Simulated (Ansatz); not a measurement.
The guess for KF5 was made by a generator: random cell by space group and Wyckoff sites (R-3m, No. 166). Lengths were set from tabulated atomic sizes, so they are only a guess.

```xyz
6
Lattice="3.3261 1.9203 3.7637 -3.3261 1.9203 3.7637 0.0000 -3.8407 3.7637" Properties=species:S:1:pos:R:3 pbc="T T T"
K     0.0000    0.0000    0.0000
F     0.0000    0.0000    4.5404
F     0.0000    0.0000    6.7507
F     0.0000    0.0000    9.3398
F     0.0000    0.0000    1.9513
F     0.0000    0.0000    5.6455
```

Level of theory: DFT PBE, scalar-relativistic, plane waves, PAW (Ansatz 0.2.0). Cutoff 420 eV, Gaussian smearing, Γ-centred meshes. Cell and atoms relax first on a coarse mesh and then on a converged one. In between, the cell is made exact in the group found at 0.06 Å. The steps can't lower the symmetry of their start. No spin polarisation.

A guess keeps its type if space group and coordination stay and the shape of the cell changes little (axis ratios within about 15 %, angles within 6°); the volume may change.

**Question.** Will the relaxed cell still be of the starting type?

**Answer.** It doesn't keep its type. The symmetry stays R-3m (No. 166). The volume per atom shrinks by 29.8 %, from 24.0 to 16.9 Å³. The shortest distance goes from 1.11 Å (F–F) to 1.60 Å (F–F). The ratio c/a of the conventional cell changes by a factor of 1.57. Counting neighbours within 15 % of an atom's shortest distance, the start has F 1/2, K 2 and the end F 1/2, K 14. In detail, at the end K is surrounded by 6 F at 2.96 Å and 8 F at 3.17–3.33 Å; F on a site of symmetry 3m has 1 F at 1.60 Å, 1 F at 1.86 Å and 3 K at 2.96 Å; around F on a second site of symmetry 3m lie 1 F at 1.60 Å, 6 F at 3.04–3.12 Å and 4 K at 3.17–3.33 Å; 1 more site not described.

```
K F
1.0
     2.54132    1.46723    4.52347
    -2.54132    1.46723    4.52347
     0.00000   -2.93447    4.52347
K F
1 5
Direct
  0.00000 0.00000 0.00000
  0.36303 0.36303 0.36303
  0.63697 0.63697 0.63697
  0.75457 0.75457 0.75457
  0.24543 0.24543 0.24543
  0.50000 0.50000 0.50000
```

Formation energies are uncorrected and refer to the elements' standard structures at the same level (F₂ as a molecule).

**Question.** At what energy does it end?

**Answer.** −0.906 eV/atom. It lies below the elements, which doesn't yet make it stable against other compounds or structures.

The last run used a 6×6×6 mesh for its 6-atom cell and Gaussian smearing of 0.02 eV. A structure relaxed within its symmetry needn't be a true minimum.

In counts of neighbours, a slash parts the counts of unlike sites.
